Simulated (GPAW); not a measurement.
# Fe2 Ru3 Fe2 0001: parallel and opposed starts

Wanted: the moments of Fe2 Ru3 Fe2 0001 and the energy of each order that was tried.

Method: PBE; plane waves with GPAW's PAW setups, scalar-relativistic, in GPAW 26.7.0.

## Step 1: Set-up

The cell holds 7 atoms: 4 Fe and 3 Ru. Its edges and angles: a = 2.706 Å, b = 2.706 Å, c = 24.016 Å, α = 90.0°, β = 90.0°, γ = 120.0°. ideal sites on the substrate's mesh, layer spacings from atomic volumes, unrelaxed, 12 A of vacuum. Vacuum lies along c.

## Step 2: Run 1 (ferro ++++)

The parallel start comes first: it fits the smallest cell, keeps the most symmetry and shows whether parallel moments form.

order1.py reads:

```python
import json
import numpy as np
from ase import Atoms
from ase.parallel import paropen, parprint
from gpaw import GPAW

atoms = Atoms(['Fe', 'Fe', 'Ru', 'Ru', 'Ru', 'Fe', 'Fe'],
    cell=[[2.706, 0.0, 0.0],
         [-1.353, 2.343465, 0.0],
         [0.0, 0.0, 24.016244]],
    scaled_positions=[[0.0, 0.0, 0.249831],
         [0.333333, 0.666667, 0.327311],
         [0.0, 0.0, 0.410701],
         [0.333333, 0.666667, 0.5],
         [0.0, 0.0, 0.589299],
         [0.333333, 0.666667, 0.672689],
         [0.0, 0.0, 0.750169]],
    pbc=True,
    magmoms=[2.6, 2.6, 0.0, 0.0, 0.0, 2.6, 2.6])
atoms.calc = GPAW(mode={'name': 'pw', 'ecut': 450},
    xc='PBE',
    kpts={'size': (20, 20, 1), 'gamma': True},
    occupations={'name': 'fermi-dirac', 'width': 0.05},
    convergence={'density': 1e-05, 'energy': 1e-05},
    maxiter=200,
    mixer={'name': 'pulay', 'beta': 0.03, 'nmaxold': 8, 'weight': 100},
    symmetry={'tolerance': 1e-4},
    txt='order1.txt')
e = atoms.get_potential_energy(force_consistent=True)
res = {'free_energy': e, 'energy_sigma0': atoms.get_potential_energy(), 'fermi_energy': atoms.calc.get_fermi_level()}
res['moments'] = atoms.get_magnetic_moments().tolist()
res['total'] = atoms.get_magnetic_moment()
parprint('site moments (muB):', np.round(res['moments'], 3))
parprint(f"total moment: {res['total']:.3f} muB")
parprint(f'free energy: {e:.6f} eV')
atoms.calc.write('order1.gpw')
with paropen('results.json', 'w') as f:
    json.dump(res, f)
```

On the command line:

```sh
OMP_NUM_THREADS=1 mpirun -n 4 gpaw python order1.py > order1.log
```

Numbers of over 12 decimals in the logs are rounded to 6 here.

The log of the run:

```text
site moments (muB): [ 2.759  2.309 -0.06  -0.074 -0.06   2.309  2.759]
total moment: 10.171 muB
free energy: -61.531755 eV

--- order1.txt ---
Input parameters:
  mode=PW(ecut=450),
  convergence={'density': 1e-05, 'energy': 1e-05},
  kpts=MonkhorstPack(size=(20, 20, 1), gamma=True),
  maxiter=200,
  mixer=Pulay(name='pulay', nmaxold=8, beta=0.03, weight=100, sigma=0.015, g_ss=None),
  occupations=Occupations(name='fermi-dirac', width=0.05),
  symmetry=Symmetry(tolerance=0.0001),
  xc=XC(name='PBE')

Diagonalizing LCAO Hamiltonian
Converting LCAO to pw mode

       Fe

        Fe

       Ru

        Ru

       Ru
        Fe

       Fe

Atoms  # Å, Bohr magnetons
|   | symbol |         x |        y |         z |    initial magnetic moments |
|---|--------|-----------|----------|-----------|-----------------------------|
| 0 |     Fe |  0.000000 | 0.000000 |  6.000002 | ( 0.0000,  0.0000,  2.6000) |
| 1 |     Fe | -0.000001 | 1.562311 |  7.860781 | ( 0.0000,  0.0000,  2.6000) |
| 2 |     Ru |  0.000000 | 0.000000 |  9.863495 | ( 0.0000,  0.0000,  0.0000) |
| 3 |     Ru | -0.000001 | 1.562311 | 12.008122 | ( 0.0000,  0.0000,  0.0000) |
| 4 |     Ru |  0.000000 | 0.000000 | 14.152749 | ( 0.0000,  0.0000,  0.0000) |
| 5 |     Fe | -0.000001 | 1.562311 | 16.155463 | ( 0.0000,  0.0000,  2.6000) |
| 6 |     Fe |  0.000000 | 0.000000 | 18.016242 | ( 0.0000,  0.0000,  2.6000) |

Unit cell  # Å
| periodic |         x |        y |         z |   lengths |     angles |
|----------|-----------|----------|-----------|-----------|------------|
|      yes |  2.706000 | 0.000000 |  0.000000 |  2.706000 |  90.000000 |
|      yes | -1.353000 | 2.343465 |  0.000000 |  2.706000 |  90.000000 |
|      yes |  0.000000 | 0.000000 | 24.016244 | 24.016244 | 119.999997 |

Number of symmetries: 12

BZ-sampling:
  Number of BZ points: 400
  Number of IBZ points: 44

  Monkhorst-Pack size: [20, 20, 1]
  Monkhorst-Pack shift: [0.025, 0.025, 0.0]

K-points  # in reciprocal-cell coordinates
|     |                                coordinates |     weight |
|-----|--------------------------------------------|------------|
|   0 | ( -0.00000000,  -0.00000000,   0.00000000) | 0.00250000 |
|   1 | (  0.05000000,  -0.00000000,   0.00000000) | 0.01500000 |
|   2 | (  0.10000000,  -0.05000000,   0.00000000) | 0.01500000 |
|   3 | (  0.10000000,  -0.00000000,   0.00000000) | 0.01500000 |
|   4 | (  0.15000000,  -0.05000000,   0.00000000) | 0.03000000 |
|   5 | (  0.15000000,  -0.00000000,   0.00000000) | 0.01500000 |
|   6 | (  0.20000000,  -0.10000000,   0.00000000) | 0.01500000 |
|   7 | (  0.20000000,  -0.05000000,   0.00000000) | 0.03000000 |
|   8 | (  0.20000000,  -0.00000000,   0.00000000) | 0.01500000 |
|   9 | (  0.25000000,  -0.10000000,   0.00000000) | 0.03000000 |
| ... |                                            |            |
|  43 | (  0.50000000,   0.50000000,   0.00000000) | 0.00750000 |

Plane wave coefficients: 3327
Cutoff: 450.000000 eV

Spin-components: 2 (collinear spins)
Bands:           59
Projectors:      42
Spin-degeneracy: 1
Datatype:        complex128

Parallelization:
  kpt:    4
  domain: 1
  band:   1

Density:
  Valence electrons: 80.0
  Components: 2
  Grid points: [ 14  14 120]
  Charge: 0.0  # |e|

Potential:
  Grid points: [ 14  14 120]

species:
  Fe:
    name:    Iron
    Z:       26.0
    valence: 8
    core:    18
    charge:  0.0  # [|e|]
    compensation charges:
      type: gauss
      rc: 0.33  # [Å]
      lmax: 2
    cutoffs:
      filter: 2.06  # [Å]
      core: 2.67  # [Å]
    projectors
    | kind |    occ | energy [eV] | rcut [Å] |
    |------|--------|-------------|----------|
    |   4s |  2.000 |      -5.291 |    1.164 |
    |   4p |  0.000 |      -1.326 |    1.058 |
    |   3d |  6.000 |      -7.505 |    1.058 |
    |    s |        |      21.920 |    1.164 |
    |    p |        |      25.885 |    1.058 |
    |    d |        |      19.706 |    1.058 |

    Using partial waves for Fe as LCAO basis

  Ru:
    name:    Ruthenium
    Z:       44.0
    valence: 16
    core:    28
    charge:  0.0  # [|e|]
    compensation charges:
      type: gauss
      rc: 0.39  # [Å]
      lmax: 2
    cutoffs:
      filter: 2.16  # [Å]
      core: 1.30  # [Å]
    projectors
    | kind |    occ | energy [eV] | rcut [Å] |
    |------|--------|-------------|----------|
    |   4s |  2.000 |     -76.316 |    1.281 |
    |   5s |  1.000 |      -4.236 |    1.281 |
    |   4p |  6.000 |     -46.423 |    1.286 |
    |   5p |  0.000 |      -0.913 |    1.286 |
    |   4d |  7.000 |      -5.203 |    1.254 |
    |    d |        |      22.008 |    1.254 |

    Using partial waves for Ru as LCAO basis

Reference energy: -508213.193348  # eV

eigensolver:
  PPCG
  Converge bands: occupied
  niter=2

density mixing:
  Pulay-Mixer
  Linear mixing parameters: 0.03
  Old densities: 8
  Fourier metric: weight=100, sigma=0.015

occupation numbers:
  Fermi-Dirac:
    width: 0.0500  # eV

poisson solver:
  ecut: 3600.000000  # eV

xc functional:
  name: PBE with 2 nearest neighbor stencil

convergence criteria:
- Maximum integral of absolute [dens]ity change: 1e-05 electrons / valence electron
- Maximum [total energy] change in last 3 cyles: 1e-05 eV / valence electron
- Maximum integral of absolute [eigenst]ate change: 4e-08 eV^2 / valence electron
maximum number of iterations: 200

SCF iterations
|iter     |      energy | eigst |  dens |  magmom |
|---------|-------------|-------|-------|---------|
|iter:   1|       0s |  -73.010901 | +0.28 |       | +10.4165|
|iter:   2|       6s |  -83.306066 | -0.42 | -0.64 | +10.2904|
|iter:   3|      12s |  -64.278692 | -1.04 | -0.58 | +10.2601|
|iter:   4|      18s |  -63.519134 | -2.29 | -0.96 | +10.2090|
|iter:   5|      25s |  -62.327990 | -1.74 | -1.03 | +10.1089|
|iter:   6|      31s |  -61.551875 | -1.70 | -1.13 |  +9.9982|
|iter:   7|      37s |  -61.367636 | -1.81 | -1.31 |  +9.9222|
|iter:   8|      43s |  -61.416587 | -1.91 | -1.41 |  +9.9870|
|iter:   9|      49s |  -61.352461 | -2.46 | -1.43 |  +9.9457|
|iter:  10|      55s |  -61.342733 | -3.18 | -1.59 |  +9.9399|
[... 23 iterations left out ...]
|iter:  34|     191s |  -61.492198c| -7.66c| -4.24 | +10.1683|
|iter:  35|     194s |  -61.492200c| -7.92c| -4.33 | +10.1686|
|iter:  36|     197s |  -61.492202c| -8.33c| -4.36 | +10.1687|
|iter:  37|     200s |  -61.492201c| -7.74c| -4.37 | +10.1690|
|iter:  38|     203s |  -61.492201c| -7.67c| -4.49 | +10.1695|
|iter:  39|     205s |  -61.492201c| -8.03c| -4.66 | +10.1695|
|iter:  40|     208s |  -61.492204c| -8.02c| -4.69 | +10.1699|
|iter:  41|     211s |  -61.492205c| -8.28c| -4.78 | +10.1701|
|iter:  42|     214s |  -61.492206c| -8.12c| -4.82 | +10.1705|
|iter:  43|     217s |  -61.492207c| -8.44c| -5.00c| +10.1707|

Converged in 43 steps
Energy contributions relative to reference atoms: (reference = -508213.193348)

Energy contributions:
  Kinetic:          31.459769
  Coulomb:         -35.887352
  Zero:             -0.028985
  External:          0.000000
  Xc:              -56.996092
  Entropy:          -0.079095
  Spinorbit:         0.000000
  ----------------------------
  Free energy:     -61.531755
  Extrapolated:    -61.492207

dipole moment: (-23.420635, -23.553384, -0.000480)  # |e|*Ang

Total magnetic moment: (0.000000, 0.000000, 10.170740)

Local magnetic moments
|        x |        y |         z |
|----------|----------|-----------|
| 0.000000 | 0.000000 |  2.759307 |  # Fe   0
| 0.000000 | 0.000000 |  2.308767 |  # Fe   1
| 0.000000 | 0.000000 | -0.059737 |  # Ru   2
| 0.000000 | 0.000000 | -0.074029 |  # Ru   3
| 0.000000 | 0.000000 | -0.059737 |  # Ru   4
| 0.000000 | 0.000000 |  2.308767 |  # Fe   5
| 0.000000 | 0.000000 |  2.759307 |  # Fe   6

Fermi level: 4.950
Eigenvalues  # (at kpt = [-0.000, -0.000, 0.000])
| band index |      eig [eV] | occ [0-1] |      eig [eV] | occ [0-1] |
|------------|---------------|-----------|---------------|-----------|
|          0 |       -68.072 |     1.000 |       -68.124 |     1.000 |
|        ... |               |           |               |           |
|         36 |         2.914 |     1.000 |         4.853 |     0.876 |
|         37 |         2.933 |     1.000 |         4.876 |     0.817 |
|         38 |         3.157 |     1.000 |         4.876 |     0.817 |
|         39 |         3.158 |     1.000 |         5.175 |     0.011 |
|         40 |         3.294 |     1.000 |         5.331 |     0.000 |
|         41 |         3.294 |     1.000 |         5.360 |     0.000 |
|         42 |         3.988 |     1.000 |         5.360 |     0.000 |
|         43 |         3.988 |     1.000 |         5.728 |     0.000 |
|         44 |         4.015 |     1.000 |         5.814 |     0.000 |
|         45 |         4.204 |     1.000 |         5.814 |     0.000 |
|         46 |         4.204 |     1.000 |         6.242 |     0.000 |
|         47 |         4.734 |     0.987 |         6.376 |     0.000 |
|         48 |         4.734 |     0.987 |         6.376 |     0.000 |
|         49 |         5.307 |     0.001 |         6.435 |     0.000 |
|         50 |         5.598 |     0.000 |         6.435 |     0.000 |
|         51 |         5.598 |     0.000 |         6.702 |     0.000 |
|        ... |               |           |               |           |
|         58 |        13.549 |     0.000 |        13.977 |     0.000 |

No gap
No difference between direct/indirect transitions
```

Wall time 3.8 min (4 MPI ranks of Arm Neoverse V2, shared host); peak memory 1.1 GiB; 15 min of CPU time.

Spin moment in the augmentation sphere by atom:

```
atom  spin moment in the augmentation sphere (μB)
 Fe1                                         2.76
 Fe2                                         2.31
 Ru3                                        -0.06
 Ru4                                        -0.07
 Ru5                                        -0.06
 Fe6                                         2.31
 Fe7                                         2.76
```

This step gave:

| Item | Value |
| --- | --- |
| magnetization | 10.17 μB |
| final state | ferromagnetic |

After 43 cycles the largest moment stands at 2.76 μB.

## Step 3: Run 2 (antiferro ++--)

Another pattern of signs weighs the neighbour shells otherwise.

order2.py is the script of step 2 with these lines changed:

```diff
@@ -18,3 +18,3 @@
     pbc=True,
-    magmoms=[2.6, 2.6, 0.0, 0.0, 0.0, 2.6, 2.6])
+    magmoms=[2.6, 2.6, 0.0, 0.0, 0.0, -2.6, -2.6])
 atoms.calc = GPAW(mode={'name': 'pw', 'ecut': 450},
@@ -27,3 +27,3 @@
     symmetry={'tolerance': 1e-4},
-    txt='order1.txt')
+    txt='order2.txt')
 e = atoms.get_potential_energy(force_consistent=True)
@@ -35,3 +35,3 @@
 parprint(f'free energy: {e:.6f} eV')
-atoms.calc.write('order1.gpw')
+atoms.calc.write('order2.gpw')
 with paropen('results.json', 'w') as f:
```

On the command line:

```sh
OMP_NUM_THREADS=1 mpirun -n 4 gpaw python order2.py > order2.log
```

The log of the run:

```text
site moments (muB): [ 2.742  2.221 -0.121  0.     0.121 -2.221 -2.742]
total moment: -0.000 muB
free energy: -61.517568 eV

--- order2.txt ---
Input parameters:
  mode=PW(ecut=450),
  convergence={'density': 1e-05, 'energy': 1e-05},
  kpts=MonkhorstPack(size=(20, 20, 1), gamma=True),
  maxiter=200,
  mixer=Pulay(name='pulay', nmaxold=8, beta=0.03, weight=100, sigma=0.015, g_ss=None),
  occupations=Occupations(name='fermi-dirac', width=0.05),
  symmetry=Symmetry(tolerance=0.0001),
  xc=XC(name='PBE')

Diagonalizing LCAO Hamiltonian
Converting LCAO to pw mode

       Fe

        Fe

       Ru

        Ru

       Ru
        Fe

       Fe

Atoms  # Å, Bohr magnetons
|   | symbol |         x |        y |         z |    initial magnetic moments |
|---|--------|-----------|----------|-----------|-----------------------------|
| 0 |     Fe |  0.000000 | 0.000000 |  6.000002 | ( 0.0000,  0.0000,  2.6000) |
| 1 |     Fe | -0.000001 | 1.562311 |  7.860781 | ( 0.0000,  0.0000,  2.6000) |
| 2 |     Ru |  0.000000 | 0.000000 |  9.863495 | ( 0.0000,  0.0000,  0.0000) |
| 3 |     Ru | -0.000001 | 1.562311 | 12.008122 | ( 0.0000,  0.0000,  0.0000) |
| 4 |     Ru |  0.000000 | 0.000000 | 14.152749 | ( 0.0000,  0.0000,  0.0000) |
| 5 |     Fe | -0.000001 | 1.562311 | 16.155463 | ( 0.0000,  0.0000, -2.6000) |
| 6 |     Fe |  0.000000 | 0.000000 | 18.016242 | ( 0.0000,  0.0000, -2.6000) |

Unit cell  # Å
| periodic |         x |        y |         z |   lengths |     angles |
|----------|-----------|----------|-----------|-----------|------------|
|      yes |  2.706000 | 0.000000 |  0.000000 |  2.706000 |  90.000000 |
|      yes | -1.353000 | 2.343465 |  0.000000 |  2.706000 |  90.000000 |
|      yes |  0.000000 | 0.000000 | 24.016244 | 24.016244 | 119.999997 |

Number of symmetries: 6

BZ-sampling:
  Number of BZ points: 400
  Number of IBZ points: 44

  Monkhorst-Pack size: [20, 20, 1]
  Monkhorst-Pack shift: [0.025, 0.025, 0.0]

Plane wave coefficients: 3327
Cutoff: 450.000000 eV

Spin-components: 2 (collinear spins)
Bands:           52
Projectors:      42
Spin-degeneracy: 1
Datatype:        complex128

Parallelization:
  kpt:    4
  domain: 1
  band:   1

Density:
  Valence electrons: 80.0
  Components: 2
  Grid points: [ 14  14 120]
  Charge: 0.0  # |e|

Potential:
  Grid points: [ 14  14 120]

[... setups left out ...]
Reference energy: -508213.193348  # eV

eigensolver:
  PPCG
  Converge bands: occupied
  niter=2

density mixing:
  Pulay-Mixer
  Linear mixing parameters: 0.03
  Old densities: 8
  Fourier metric: weight=100, sigma=0.015

occupation numbers:
  Fermi-Dirac:
    width: 0.0500  # eV

poisson solver:
  ecut: 3600.000000  # eV

xc functional:
  name: PBE with 2 nearest neighbor stencil

convergence criteria:
- Maximum integral of absolute [dens]ity change: 1e-05 electrons / valence electron
- Maximum [total energy] change in last 3 cyles: 1e-05 eV / valence electron
- Maximum integral of absolute [eigenst]ate change: 4e-08 eV^2 / valence electron
maximum number of iterations: 200

SCF iterations
|iter     |      energy | eigst |  dens |  magmom |
|---------|-------------|-------|-------|---------|
|iter:   1|       0s |  -72.996930 | +0.32 |       |  +0.0000|
|iter:   2|       5s |  -82.970716 | +0.22 | -0.64 |  -0.0000|
|iter:   3|      10s |  -64.233938 | -0.55 | -0.59 |  -0.0000|
|iter:   4|      16s |  -63.546256 | -1.73 | -0.97 |  -0.0000|
|iter:   5|      21s |  -62.260820 | -1.37 | -1.02 |  +0.0000|
|iter:   6|      26s |  -61.449825 | -0.97 | -1.15 |  -0.0000|
|iter:   7|      32s |  -61.377268 | -2.01 | -1.33 |  +0.0001|
|iter:   8|      37s |  -61.377018 | -1.80 | -1.35 |  -0.0009|
|iter:   9|      42s |  -61.385641 | -2.73 | -1.47 |  +0.0003|
|iter:  10|      47s |  -61.400541 | -1.43 | -1.49 |  +0.0000|
[... 42 iterations left out ...]
|iter:  53|     251s |  -61.475732c| -8.51c| -4.55 |  -0.0000|
|iter:  54|     253s |  -61.475733c| -8.47c| -4.56 |  -0.0000|
|iter:  55|     256s |  -61.475735c| -8.06c| -4.61 |  -0.0000|
|iter:  56|     258s |  -61.475735c| -8.16c| -4.72 |  -0.0000|
|iter:  57|     261s |  -61.475738c| -7.98c| -4.78 |  -0.0000|
|iter:  58|     263s |  -61.475738c| -8.33c| -4.90 |  -0.0000|
|iter:  59|     266s |  -61.475738c| -8.73c| -4.93 |  -0.0000|
|iter:  60|     268s |  -61.475739c| -8.80c| -4.93 |  -0.0000|
|iter:  61|     271s |  -61.475739c| -8.62c| -4.97 |  -0.0000|
|iter:  62|     273s |  -61.475740c| -8.61c| -5.07c|  -0.0000|

Converged in 62 steps
Energy contributions relative to reference atoms: (reference = -508213.193348)

Energy contributions:
  Kinetic:          29.703147
  Coulomb:         -34.509763
  Zero:             -0.019657
  External:          0.000000
  Xc:              -56.607638
  Entropy:          -0.083657
  Spinorbit:         0.000000
  ----------------------------
  Free energy:     -61.517568
  Extrapolated:    -61.475740

dipole moment: (-23.416455, -23.559976, -0.000481)  # |e|*Ang

Total magnetic moment: (0.000000, 0.000000, -0.000014)

Local magnetic moments
|        x |        y |         z |
|----------|----------|-----------|
| 0.000000 | 0.000000 |  2.742167 |  # Fe   0
| 0.000000 | 0.000000 |  2.220955 |  # Fe   1
| 0.000000 | 0.000000 | -0.121191 |  # Ru   2
| 0.000000 | 0.000000 |  0.000001 |  # Ru   3
| 0.000000 | 0.000000 |  0.121189 |  # Ru   4
| 0.000000 | 0.000000 | -2.220968 |  # Fe   5
| 0.000000 | 0.000000 | -2.742168 |  # Fe   6

Fermi level: 4.944
Eigenvalues  # (at kpt = [-0.000, -0.000, 0.000])
| band index |      eig [eV] | occ [0-1] |      eig [eV] | occ [0-1] |
|------------|---------------|-----------|---------------|-----------|
|          0 |       -68.128 |     1.000 |       -68.128 |     1.000 |
|        ... |               |           |               |           |
|         36 |         3.898 |     1.000 |         3.898 |     1.000 |
|         37 |         4.237 |     1.000 |         4.237 |     1.000 |
|         38 |         4.237 |     1.000 |         4.237 |     1.000 |
|         39 |         4.649 |     0.997 |         4.649 |     0.997 |
|         40 |         4.656 |     0.997 |         4.656 |     0.997 |
|         41 |         4.656 |     0.997 |         4.656 |     0.997 |
|         42 |         4.833 |     0.902 |         4.833 |     0.902 |
|         43 |         4.833 |     0.902 |         4.833 |     0.902 |
|         44 |         5.198 |     0.006 |         5.198 |     0.006 |
|         45 |         5.435 |     0.000 |         5.435 |     0.000 |
|         46 |         5.435 |     0.000 |         5.435 |     0.000 |
|         47 |         5.560 |     0.000 |         5.560 |     0.000 |
|         48 |         5.954 |     0.000 |         5.954 |     0.000 |
|         49 |         5.955 |     0.000 |         5.955 |     0.000 |
|         50 |         6.148 |     0.000 |         6.148 |     0.000 |
|         51 |         6.381 |     0.000 |         6.381 |     0.000 |

No gap
No difference between direct/indirect transitions
```

It took 4.8 min on 4 MPI ranks; peak memory 1.1 GiB; 19 min of CPU time.

Spin moment in the augmentation sphere by atom:

```
atom  spin moment in the augmentation sphere (μB)
 Fe1                                         2.74
 Fe2                                         2.22
 Ru3                                        -0.12
 Ru4                                         0.00
 Ru5                                         0.12
 Fe6                                        -2.22
 Fe7                                        -2.74
```

This step gave:

| Property | Result |
| --- | --- |
| magnetization | 0 μB |
| final state | antiferromagnetic |

It lies 3.55 meV a seeded atom over the first start, and its largest moment is 2.74 μB against 2.76 μB.

## Step 4: The states side by side

These are free energies at a smearing of 0.05 eV, so its entropy term is in the differences. They are divided by the number of seeded atoms, so that cells of unlike size compare.

Orders:

```
         start        final state  typed order kept  energy over the lowest (meV a seeded atom)  largest site moment (μB)  net moment (μB a primitive cell)  mesh matched  CPU time (s)
    ferro ++++      ferromagnetic               yes                                           0                     2.759                             10.17           yes         916.5
antiferro ++--  antiferromagnetic               yes                                       3.547                     2.742                                 0           yes          1140
```

## Step 5: Results

```yaml
lowest_state_found: ferromagnetic (typed ferro ++++)
largest_site_moment: 2.76 μB
next_state: antiferromagnetic, 3.55 meV a seeded atom higher
```

The lowest state found is ferromagnetic, reached from the start ferro ++++, with moments up to 2.76 μB. The two lowest states lie so close that the mesh, the functional or spin–orbit coupling could swap them. Only 2 starts are shown; other collinear patterns, canted and longer-period orders are not.

[Logs and program files are shortened in this print: banners, set-up blocks, solver, clock and traceback lines can be left out without a mark of their own.]

[Logs are printed without paths, hosts, clocks, repeated set-up lines and the standing remarks that a program may print on its own settings, such as how far it seeks lower states.]

[Hosts, paths, dates, database ids (printed as entryN), source tags and the programs' standing remarks are cut or masked in the printed files.]

[Where a cell is said to come from a database of computed structures, the database is the Materials Project.]
